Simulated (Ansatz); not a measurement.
# Copper, bcc under r²SCAN: structure, energy and stiffness, part 2 of 2

What does r²SCAN give for copper in the bcc structure? We relax it, solve it on a dense k-mesh, switch on spin-orbit coupling, then scale the cell to 7 volumes from 88 to 112 % of the relaxed one and try a fit of the equation of state. The k-meshes are 15×15×15 for the relaxation; 25×25×25 for the dense run; 15×15×15 for spin-orbit coupling; 17×17×17 for the volumes.

Ansatz 0.2.0; DFT, r2SCAN, plane waves (500 eV) with PAW, scalar-relativistic. Earlier steps stand in the parts before.

### 4 With spin-orbit coupling

This is Cu in the bcc structure; at room conditions it is fcc.

input.yaml

```yaml
crystal:
  lattice:
    - [-1.4209339427, 1.4209339427, 1.4209339427]
    - [1.4209339427, -1.4209339427, 1.4209339427]
    - [1.4209339427, 1.4209339427, -1.4209339427]
  atoms:
    - { symbol: Cu, position: [0.0, 0.0, 0.0] }
hamiltonian:
  xc: r2scan
  pseudopotentials:
    kind: paw_fr
    azcp:
      Cu: "pseudopotentials/Cu.paw.azcp"
basis:
  ecutwfc: 500
  fft_grid_basis: typed
kpoints:
  mp_grid: { grid: [15, 15, 15], shift: [0, 0, 0] }
magnetization:
  noncollinear: true
  spin_orbit: true
scf:
  occupations: { method: fermi_dirac, width: 0.1 }
```

Launch:

```sh
> ansatz run input.yaml --threads 1 --pin off --max-ram 3584MiB --backend cpu --events-out ev --progress --plain --runs-dir out
```

Log (excerpt; [...] marks lines left out):

```text
[...]
Pseudopotentials: kind: paw_fr
Pseudopotential: Cu, paw_fr, valence charge 19, recommended cutoff 500 eV (meta_gga), <dir>
Functional definition: r2SCAN
[...]
non-collinear run that drives no moment, with spin-orbit: no starting moment large enough to seed its density (crystal.atoms[].spin), no starting occupations that ask for one, no magnetisation constraint and no magnetic field, so the semilocal B_xc is pinned to zero
Crystal: 1 atoms, lattice volume = 11.476 Å³
Basis set: ecut = 500 eV, 321 PW (Γ), exchange–correlation on 72×72×72 points (64 copies of the dense FFT grid, shifted against one another)
Bands: 28, of which v1, the nominal top of the filled ones, is band 19 counted from 1 (18 counted from 0)
Symmetry: 48 space group operations + 48 with time reversal
Magnetic group: BNS 229.141 (UNI 1643), of the structure as read, at distance tolerance 2.3e-5 Å
k-points: 120 of 3375
Projection manifold: j_resolved (fully-relativistic pseudo-atomic orbitals)
[...]
SCF iter   1: F=—  HF=-6630.033616 eV  |F-HF|=—  |Δ(HF+E_count)|=         —  Δρ=2.03e-1  dr2=2.94e0  dr2_τ=1.29e-3  dr2_m=0.00e0 (ungated)  ethr=3.10e-3  |M|=0.00e0 ∫|m|=0.00e0 μB  |m|>n=0.0e0 m-floor=0.0e0 τ_xc=0.0e0  β_m=0.30  ⟨swp⟩=6.2  Hψ=8076  notcnv=0  defer=42
[...]
SCF iter   7: F=-6629.521325 eV  HF=-6629.521325 eV  |F-HF|=1.06e-8  |Δ(HF+E_count)|=   1.12e-6  Δρ=2.77e-5  dr2=7.31e-8  dr2_τ=1.38e-10  dr2_m=0.00e0 (ungated)  ethr=5.26e-10  |M|=0.00e0 ∫|m|=0.00e0 μB  |m|>n=0.0e0 m-floor=0.0e0 τ_xc=0.0e0  ⟨swp⟩=1.6  Hψ=4505  notcnv=0
[...]
SCF converged after 7 iterations
Magnetization: |M| = 0.0000 μB,  M = (+0.0000, +0.0000, +0.0000) μB
Absolute magnetization: 0.0000 μB (∫|m|)
  site 0: m = (+0.0000, +0.0000, +0.0000) μB, |m| = 0.0000 μB  (R = 1.02 Å)
Free energy (F): -6629.521325 eV
[...]
E sigma→0 (E₀):  -6629.516970 eV
Entropy (-TS):   -0.008711 eV (-8.711 meV/atom)
Fermi energy:    17.153116 eV
[...]
```

Wall time 13 s (1 thread of Intel Xeon Platinum 8259CL at 2.50GHz (Skylake/Cascade Lake), shared host); peak memory 0.53 GiB.

Side by side:

```csv
,scalar-relativistic,with spin-orbit coupling
k-mesh,25×25×25,15×15×15
gap on the mesh,none (levels filled in part),none (levels filled in part)
```

The meshes differ, so small differences between the columns need not come from spin-orbit coupling.

### 5 Equation of state: 88 %

input.yaml

```yaml
crystal:
  lattice:
    - [-1.3616582217, 1.3616582217, 1.3616582217]
    - [1.3616582217, -1.3616582217, 1.3616582217]
    - [1.3616582217, 1.3616582217, -1.3616582217]
  atoms:
    - { symbol: Cu, position: [0.0, 0.0, 0.0] }
hamiltonian:
  xc: r2scan
  pseudopotentials:
    kind: paw
    azcp:
      Cu: "pseudopotentials/Cu.paw.azcp"
basis:
  ecutwfc: 500
  fft_grid_basis: typed
kpoints:
  mp_grid: { grid: [17, 17, 17], shift: [0, 0, 0] }
magnetization:
  spin_polarized: false
scf:
  occupations: { method: fermi_dirac, width: 0.1 }
  lower_state_search: "off"
output:
  stress: true
```

Launch:

```sh
> ansatz run input.yaml --threads 1 --pin off --max-ram 3584MiB --backend cpu --events-out ev --progress --plain --runs-dir out
```

Log (excerpt; [...] marks lines left out):

```text
[...]
[... 3 set-up lines as earlier in the session ...]
[...]
Crystal: 1 atoms, lattice volume = 10.099 Å³
Basis set: ecut = 500 eV, 249 PW (Γ), exchange–correlation on 72×72×72 points (64 copies of the dense FFT grid, shifted against one another)
Bands: 14, of which v1, the nominal top of the filled ones, is band 10 counted from 1 (9 counted from 0)
[... 1 set-up line as earlier in the session ...]
Space group: Im-3m (ITA 229), of the structure as read, at distance tolerance 2.2e-5 Å
k-points: 165 of 4913
[...]
SCF iter   1: F=-6631.051273 eV  HF=-6631.116180 eV  |F-HF|=6.49e-2  |Δ(HF+E_count)|=         —  Δρ=3.87e-2  dr2=8.06e-2  dr2_τ=5.45e-4  ethr=1.77e-3  ⟨swp⟩=5.1  Hψ=12255  notcnv=0
[...]
SCF iter   6: F=-6631.101646 eV  HF=-6631.101646 eV  |F-HF|=1.49e-8  |Δ(HF+E_count)|=   1.84e-6  Δρ=2.58e-5  dr2=4.87e-8  dr2_τ=9.38e-10  ethr=5.26e-10  ⟨swp⟩=4.7  Hψ=7869  notcnv=0
[...]
SCF converged after 6 iterations
Free energy (F): -6631.101646 eV
[...]
E sigma→0 (E₀):  -6631.097971 eV
Entropy (-TS):   -0.007350 eV (-7.350 meV/atom)
Fermi energy:    20.205942 eV
[...]
--- Stress (GPa, compression-positive) ---
       28.521939       0.000000      -0.000000
        0.000000      28.521939      -0.000000
        0.000000      -0.000000      28.521939
  P = ⅓ Tr σ = 28.5219 GPa (285.219 kbar)
```

It took 4.6 s on 1 thread of Intel Xeon Platinum 8259CL at 2.50GHz (Skylake/Cascade Lake), shared host; peak memory 0.5 GiB.

### 6 Equation of state: 92 %

Changes to input.yaml since step 5:

```diff
@@ -2,5 +2,5 @@
   lattice:
-    - [-1.3616582217, 1.3616582217, 1.3616582217]
-    - [1.3616582217, -1.3616582217, 1.3616582217]
-    - [1.3616582217, 1.3616582217, -1.3616582217]
+    - [-1.3819844755, 1.3819844755, 1.3819844755]
+    - [1.3819844755, -1.3819844755, 1.3819844755]
+    - [1.3819844755, 1.3819844755, -1.3819844755]
   atoms:
```

Launch:

```sh
> ansatz run input.yaml --threads 1 --pin off --max-ram 3584MiB --backend cpu --events-out ev --progress --plain --runs-dir out
```

Log (excerpt; [...] marks lines left out):

```text
[...]
[... 3 set-up lines as earlier in the session ...]
[...]
Crystal: 1 atoms, lattice volume = 10.558 Å³
Basis set: ecut = 500 eV, 249 PW (Γ), exchange–correlation on 72×72×72 points (64 copies of the dense FFT grid, shifted against one another)
Bands: 14, of which v1, the nominal top of the filled ones, is band 10 counted from 1 (9 counted from 0)
[... 2 set-up lines as earlier in the session ...]
k-points: 165 of 4913
[...]
SCF iter   1: F=-6631.110814 eV  HF=-6631.181716 eV  |F-HF|=7.09e-2  |Δ(HF+E_count)|=         —  Δρ=3.91e-2  dr2=8.66e-2  dr2_τ=5.60e-4  ethr=1.77e-3  ⟨swp⟩=5.1  Hψ=12241  notcnv=0
[...]
SCF iter   6: F=-6631.165670 eV  HF=-6631.165670 eV  |F-HF|=5.25e-8  |Δ(HF+E_count)|=   2.12e-6  Δρ=3.30e-5  dr2=7.93e-8  dr2_τ=1.00e-9  ethr=5.26e-10  ⟨swp⟩=3.1  Hψ=8991  notcnv=0
[...]
SCF converged after 6 iterations
Free energy (F): -6631.165670 eV
[...]
E sigma→0 (E₀):  -6631.161885 eV
Entropy (-TS):   -0.007571 eV (-7.571 meV/atom)
Fermi energy:    19.097745 eV
[...]
--- Stress (GPa, compression-positive) ---
       16.649556       0.000000      -0.000000
        0.000000      16.649556       0.000000
        0.000000      -0.000000      16.649556
  P = ⅓ Tr σ = 16.6496 GPa (166.496 kbar)
```

Run time: 5.8 s. Hardware: 1 thread of Intel Xeon Platinum 8259CL at 2.50GHz (Skylake/Cascade Lake), shared host; peak memory 0.5 GiB.

### 7 Equation of state: 96 %

Changes to input.yaml since step 6:

```diff
@@ -2,5 +2,5 @@
   lattice:
-    - [-1.3819844755, 1.3819844755, 1.3819844755]
-    - [1.3819844755, -1.3819844755, 1.3819844755]
-    - [1.3819844755, 1.3819844755, -1.3819844755]
+    - [-1.4017297785, 1.4017297785, 1.4017297785]
+    - [1.4017297785, -1.4017297785, 1.4017297785]
+    - [1.4017297785, 1.4017297785, -1.4017297785]
   atoms:
```

Launch:

```sh
> ansatz run input.yaml --threads 1 --pin off --max-ram 3584MiB --backend cpu --events-out ev --progress --plain --runs-dir out
```

Log (excerpt; [...] marks lines left out):

```text
[...]
[... 3 set-up lines as earlier in the session ...]
[...]
Crystal: 1 atoms, lattice volume = 11.017 Å³
Basis set: ecut = 500 eV, 321 PW (Γ), exchange–correlation on 72×72×72 points (64 copies of the dense FFT grid, shifted against one another)
Bands: 14, of which v1, the nominal top of the filled ones, is band 10 counted from 1 (9 counted from 0)
[... 2 set-up lines as earlier in the session ...]
k-points: 165 of 4913
[...]
SCF iter   1: F=-6631.140089 eV  HF=-6631.216839 eV  |F-HF|=7.67e-2  |Δ(HF+E_count)|=         —  Δρ=3.94e-2  dr2=9.26e-2  dr2_τ=6.31e-4  ethr=1.77e-3  ⟨swp⟩=5.1  Hψ=12180  notcnv=0
[...]
SCF iter   7: F=-6631.199494 eV  HF=-6631.199494 eV  |F-HF|=4.42e-9  |Δ(HF+E_count)|=   2.08e-8  Δρ=8.49e-6  dr2=4.55e-9  dr2_τ=5.98e-11  ethr=5.26e-10  ⟨swp⟩=4.0  Hψ=7140  notcnv=0
[...]
SCF converged after 7 iterations
Free energy (F): -6631.199494 eV
[...]
E sigma→0 (E₀):  -6631.195566 eV
Entropy (-TS):   -0.007856 eV (-7.856 meV/atom)
Fermi energy:    18.085624 eV
[...]
--- Stress (GPa, compression-positive) ---
        7.335326       0.000000      -0.000000
        0.000000       7.335326       0.000000
       -0.000000      -0.000000       7.335326
  P = ⅓ Tr σ = 7.3353 GPa (73.353 kbar)
```

Run time: 4.9 s. Hardware: 1 thread of Intel Xeon Platinum 8259CL at 2.50GHz (Skylake/Cascade Lake), shared host; peak memory 0.5 GiB.

### 8 Equation of state: 100 %

Changes to input.yaml since step 7:

```diff
@@ -2,5 +2,5 @@
   lattice:
-    - [-1.4017297785, 1.4017297785, 1.4017297785]
-    - [1.4017297785, -1.4017297785, 1.4017297785]
-    - [1.4017297785, 1.4017297785, -1.4017297785]
+    - [-1.4209339427, 1.4209339427, 1.4209339427]
+    - [1.4209339427, -1.4209339427, 1.4209339427]
+    - [1.4209339427, 1.4209339427, -1.4209339427]
   atoms:
```

Launch:

```sh
> ansatz run input.yaml --threads 1 --pin off --max-ram 3584MiB --backend cpu --events-out ev --progress --plain --runs-dir out
```

Log (excerpt; [...] marks lines left out):

```text
[...]
[... 3 set-up lines as earlier in the session ...]
[...]
Crystal: 1 atoms, lattice volume = 11.476 Å³
Basis set: ecut = 500 eV, 321 PW (Γ), exchange–correlation on 72×72×72 points (64 copies of the dense FFT grid, shifted against one another)
Bands: 14, of which v1, the nominal top of the filled ones, is band 10 counted from 1 (9 counted from 0)
[... 2 set-up lines as earlier in the session ...]
k-points: 165 of 4913
[...]
SCF iter   1: F=-6631.145245 eV  HF=-6631.228117 eV  |F-HF|=8.29e-2  |Δ(HF+E_count)|=         —  Δρ=3.98e-2  dr2=9.91e-2  dr2_τ=7.33e-4  ethr=1.77e-3  ⟨swp⟩=5.1  Hψ=12125  notcnv=0
[...]
SCF iter   7: F=-6631.209622 eV  HF=-6631.209622 eV  |F-HF|=4.17e-9  |Δ(HF+E_count)|=   1.38e-8  Δρ=7.58e-6  dr2=3.77e-9  dr2_τ=4.96e-11  ethr=5.26e-10  ⟨swp⟩=4.0  Hψ=7278  notcnv=0
[...]
SCF converged after 7 iterations
Free energy (F): -6631.209622 eV
[...]
E sigma→0 (E₀):  -6631.205519 eV
Entropy (-TS):   -0.008205 eV (-8.205 meV/atom)
Fermi energy:    17.159184 eV
[...]
--- Stress (GPa, compression-positive) ---
        0.028605       0.000000      -0.000000
       -0.000000       0.028605      -0.000000
        0.000000       0.000000       0.028605
  P = ⅓ Tr σ = 0.0286 GPa (0.286 kbar)
```

Wall time 5.8 s (1 thread of Intel Xeon Platinum 8259CL at 2.50GHz (Skylake/Cascade Lake), shared host); peak memory 0.51 GiB.

### 9 Equation of state: 104 %

Changes to input.yaml since step 8:

```diff
@@ -2,5 +2,5 @@
   lattice:
-    - [-1.4209339427, 1.4209339427, 1.4209339427]
-    - [1.4209339427, -1.4209339427, 1.4209339427]
-    - [1.4209339427, 1.4209339427, -1.4209339427]
+    - [-1.4396325862, 1.4396325862, 1.4396325862]
+    - [1.4396325862, -1.4396325862, 1.4396325862]
+    - [1.4396325862, 1.4396325862, -1.4396325862]
   atoms:
@@ -25 +25,5 @@
   stress: true
+  write_density: true
+  write_potential: true
+  elf: true
+  volumetric_format: npy
```

Launch:

```sh
> ansatz run input.yaml --threads 1 --pin off --max-ram 3584MiB --backend cpu --events-out ev --progress --plain --runs-dir out
```

Log (excerpt; [...] marks lines left out):

```text
[...]
[... 3 set-up lines as earlier in the session ...]
[...]
Crystal: 1 atoms, lattice volume = 11.935 Å³
Basis set: ecut = 500 eV, 321 PW (Γ), exchange–correlation on 80×80×80 points (64 copies of the dense FFT grid, shifted against one another)
Bands: 14, of which v1, the nominal top of the filled ones, is band 10 counted from 1 (9 counted from 0)
[... 2 set-up lines as earlier in the session ...]
k-points: 165 of 4913
[...]
SCF iter   1: F=-6631.131615 eV  HF=-6631.220656 eV  |F-HF|=8.90e-2  |Δ(HF+E_count)|=         —  Δρ=4.01e-2  dr2=1.05e-1  dr2_τ=8.46e-4  ethr=1.77e-3  ⟨swp⟩=5.2  Hψ=12130  notcnv=0
[...]
SCF iter   6: F=-6631.201172 eV  HF=-6631.201172 eV  |F-HF|=1.76e-8  |Δ(HF+E_count)|=   3.52e-6  Δρ=1.99e-5  dr2=2.86e-8  dr2_τ=1.02e-9  ethr=5.26e-10  ⟨swp⟩=6.9  Hψ=14631  notcnv=0
[...]
SCF converged after 6 iterations
Free energy (F): -6631.201172 eV
[...]
E sigma→0 (E₀):  -6631.196875 eV
Entropy (-TS):   -0.008594 eV (-8.594 meV/atom)
Fermi energy:    16.309014 eV
[...]
--- Stress (GPa, compression-positive) ---
       -5.694458      -0.000000      -0.000000
        0.000000      -5.694458       0.000000
        0.000000      -0.000000      -5.694458
  P = ⅓ Tr σ = -5.6945 GPa (-56.945 kbar)
--- Band table (eV; the first three rows and the last of 165) ---
  k-point 0: bands = ["-100.0731", "-55.8358", "-55.8358", "-55.8358", "6.6960", "13.1840", "13.1840", "13.1840", "14.1844", "14.1844", "42.2850", "42.2850", "42.2850", "45.4639"]
[...]
```

It took 8.5 s on 1 thread of Intel Xeon Platinum 8259CL at 2.50GHz (Skylake/Cascade Lake), shared host; peak memory 0.52 GiB.

### 10 Equation of state: 108 %

Changes to input.yaml since step 9:

```diff
@@ -2,5 +2,5 @@
   lattice:
-    - [-1.4396325862, 1.4396325862, 1.4396325862]
-    - [1.4396325862, -1.4396325862, 1.4396325862]
-    - [1.4396325862, 1.4396325862, -1.4396325862]
+    - [-1.4578577183, 1.4578577183, 1.4578577183]
+    - [1.4578577183, -1.4578577183, 1.4578577183]
+    - [1.4578577183, 1.4578577183, -1.4578577183]
   atoms:
@@ -25,5 +25 @@
   stress: true
-  write_density: true
-  write_potential: true
-  elf: true
-  volumetric_format: npy
```

Launch:

```sh
> ansatz run input.yaml --threads 1 --pin off --max-ram 3584MiB --backend cpu --events-out ev --progress --plain --runs-dir out
```

Log (excerpt; [...] marks lines left out):

```text
[...]
[... 3 set-up lines as earlier in the session ...]
[...]
Crystal: 1 atoms, lattice volume = 12.394 Å³
Basis set: ecut = 500 eV, 321 PW (Γ), exchange–correlation on 80×80×80 points (64 copies of the dense FFT grid, shifted against one another)
Bands: 14, of which v1, the nominal top of the filled ones, is band 10 counted from 1 (9 counted from 0)
[... 2 set-up lines as earlier in the session ...]
k-points: 165 of 4913
[...]
SCF iter   1: F=-6631.103390 eV  HF=-6631.198570 eV  |F-HF|=9.52e-2  |Δ(HF+E_count)|=         —  Δρ=4.03e-2  dr2=1.12e-1  dr2_τ=9.57e-4  ethr=1.77e-3  ⟨swp⟩=5.2  Hψ=12112  notcnv=0
[...]
SCF iter   6: F=-6631.178192 eV  HF=-6631.178192 eV  |F-HF|=5.73e-9  |Δ(HF+E_count)|=   4.33e-6  Δρ=1.55e-5  dr2=1.64e-8  dr2_τ=1.43e-9  ethr=5.26e-10  ⟨swp⟩=3.0  Hψ=9126  notcnv=0
[...]
SCF converged after 6 iterations
Free energy (F): -6631.178192 eV
[...]
E sigma→0 (E₀):  -6631.173701 eV
Entropy (-TS):   -0.008982 eV (-8.982 meV/atom)
Fermi energy:    15.526485 eV
[...]
--- Stress (GPa, compression-positive) ---
      -10.162259      -0.000000       0.000000
        0.000000     -10.162259       0.000000
        0.000000      -0.000000     -10.162259
  P = ⅓ Tr σ = -10.1623 GPa (-101.623 kbar)
```

It took 4.9 s on 1 thread of Intel Xeon Platinum 8259CL at 2.50GHz (Skylake/Cascade Lake), shared host; peak memory 0.53 GiB.

### 11 Equation of state: 112 %

Changes to input.yaml since step 10:

```diff
@@ -2,5 +2,5 @@
   lattice:
-    - [-1.4578577183, 1.4578577183, 1.4578577183]
-    - [1.4578577183, -1.4578577183, 1.4578577183]
-    - [1.4578577183, 1.4578577183, -1.4578577183]
+    - [-1.4756382233, 1.4756382233, 1.4756382233]
+    - [1.4756382233, -1.4756382233, 1.4756382233]
+    - [1.4756382233, 1.4756382233, -1.4756382233]
   atoms:
```

Launch:

```sh
> ansatz run input.yaml --threads 1 --pin off --max-ram 3584MiB --backend cpu --events-out ev --progress --plain --runs-dir out
```

Log (excerpt; [...] marks lines left out):

```text
[...]
[... 3 set-up lines as earlier in the session ...]
[...]
Crystal: 1 atoms, lattice volume = 12.853 Å³
Basis set: ecut = 500 eV, 321 PW (Γ), exchange–correlation on 80×80×80 points (64 copies of the dense FFT grid, shifted against one another)
Bands: 14, of which v1, the nominal top of the filled ones, is band 10 counted from 1 (9 counted from 0)
[... 2 set-up lines as earlier in the session ...]
k-points: 165 of 4913
[...]
SCF iter   1: F=-6631.063824 eV  HF=-6631.165100 eV  |F-HF|=1.01e-1  |Δ(HF+E_count)|=         —  Δρ=4.05e-2  dr2=1.18e-1  dr2_τ=1.06e-3  ethr=1.77e-3  ⟨swp⟩=5.4  Hψ=12073  notcnv=0
[...]
SCF iter   7: F=-6631.143892 eV  HF=-6631.143892 eV  |F-HF|=2.42e-9  |Δ(HF+E_count)|=   2.78e-8  Δρ=7.43e-6  dr2=4.33e-9  dr2_τ=4.35e-11  ethr=5.26e-10  ⟨swp⟩=4.0  Hψ=6856  notcnv=0
[...]
SCF converged after 7 iterations
Free energy (F): -6631.143892 eV
[...]
E sigma→0 (E₀):  -6631.139231 eV
Entropy (-TS):   -0.009322 eV (-9.322 meV/atom)
Fermi energy:    14.804379 eV
[...]
--- Stress (GPa, compression-positive) ---
      -13.636636       0.000000       0.000000
        0.000000     -13.636636       0.000000
        0.000000      -0.000000     -13.636636
  P = ⅓ Tr σ = -13.6366 GPa (-136.366 kbar)
```

It took 6.4 s on 1 thread of Intel Xeon Platinum 8259CL at 2.50GHz (Skylake/Cascade Lake), shared host; peak memory 0.53 GiB.

### 12 Fitting the volumes

The cell was scaled evenly, with its shape and the fractional positions fixed.

```csv
V (Å³/atom),E − E₀ (meV/atom),P from the stress (GPa),P from the fit (GPa)
10.099,107.5,28.52,28.54
10.558,43.6,16.65,16.60
11.017,9.9,7.34,7.27
11.476,0.0,0.03,-0.03
11.935,8.6,-5.69,-5.75
12.394,31.8,-10.16,-10.23
12.853,66.3,-13.64,-13.72
```

A third-order Birch-Murnaghan fit gives V₀ = 11.473 Å³/atom, B₀ = 161 GPa and B₀′ = 5.1; it misses no point by more than 0.03 meV/atom.

The fit is made to E(σ → 0), while the stress belongs to the free energy F; that is one source of the offset between the two pressures.

### 13 Outcome

What follows sums up all 2 parts.

| quantity | value |
| --- | --- |
| space group (spins left aside) | Im-3m (No. 229) |
| conventional cell | a = 2.842 Å |
| volume | 11.476 Å³/atom |
| shortest distance | 2.461 Å |
| gap on the mesh | none (levels filled in part) |
| relative to fcc | +34 meV/atom |
| V₀, B₀, B₀′ | 11.473 Å³/atom, 161 GPa, 5.1 |

**Reading.** The relaxation shrank the cell by 2.8 % in volume. Against the reference form of copper (fcc, computed apart with the same settings) it stands 34 meV/atom higher. Levels at the Fermi energy are filled in part, as in a metal. The total energy of the spin-orbit run lies +1.7 eV/atom from the scalar one, but the two kinds of run don't share a zero of energy: only differences within one kind count. B₀ comes out at 161 GPa. The symmetry was held, so the structure may be unstable against distortions that break it.
